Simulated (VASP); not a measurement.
The system is C.

```xyz
8
Lattice="2.5221 0.0000 0.0000 -1.2611 2.1842 0.0000 0.0000 0.0000 8.2371" Properties=species:S:1:pos:R:3 pbc="T T T"
C     1.2611    0.7281    6.9501
C     0.0000    1.4561    2.8315
C     1.2611    0.7281    5.4056
C     0.0000    1.4561    1.2870
C     0.0000    0.0000    7.4649
C     0.0000    0.0000    3.3463
C     0.0000    0.0000    4.8908
C     0.0000    0.0000    0.7722
```

This is a hexagonal form of diamond, not graphite.

- Program: VASP 6.6.1
- Task: relaxation of cell and atoms
- Functional: BLYP
- Dispersion: D3
- Potentials or basis: VASP PAW PBE potentials, release 64 (C)
- Cutoff: 600 eV
- k mesh: 12 × 12 × 4
- Occupations: fermi-dirac, width 0.05 eV
- Spin: no spin polarisation

At the start: pressure 6.5 GPa; volume 5.67 Å³/atom.

How do energy, volume and symmetry change on relaxing?

Over 9 steps the energy falls by 4.0 meV/atom and the volume is 5.76 Å³/atom (+1.5 %); space group P6_3/mmc (No. 194, to 0.05 Å).

The path:
```csv
step,energy change (eV),largest force (eV/Å),pressure (GPa),volume (Å³)
1,0.0000,0.3119,6.51,45.38
2,0.0126,0.4569,-6.79,46.90
3,-0.0317,0.0525,0.16,46.06
4,-0.0317,0.0458,0.28,46.04
5,-0.0317,0.0611,-0.22,46.10
6,-0.0319,0.0084,0.02,46.07
7,-0.0319,0.0069,0.04,46.07
8,-0.0319,0.0122,-0.02,46.08
9,-0.0319,0.0013,0.00,46.07
```

Final structure:
```cif
data_structure
_symmetry_space_group_name_H-M 'P 1'
_symmetry_Int_Tables_number 1
_cell_length_a 2.5269
_cell_length_b 2.5269
_cell_length_c 8.3320
_cell_angle_alpha 90.000
_cell_angle_beta 90.000
_cell_angle_gamma 120.000
_cell_volume 46.07
loop_
_atom_site_label
_atom_site_type_symbol
_atom_site_fract_x
_atom_site_fract_y
_atom_site_fract_z
_atom_site_occupancy
C1 C 0.66667 0.33333 0.84449 1
C2 C 0.33333 0.66667 0.34449 1
C3 C 0.66667 0.33333 0.65551 1
C4 C 0.33333 0.66667 0.15551 1
C5 C 0.00000 0.00000 0.90697 1
C6 C 0.00000 0.00000 0.40697 1
C7 C 0.00000 0.00000 0.59303 1
C8 C 0.00000 0.00000 0.09303 1
```

Caveat: the PAW data sets were made with another functional, which shifts forces and pressure a little.
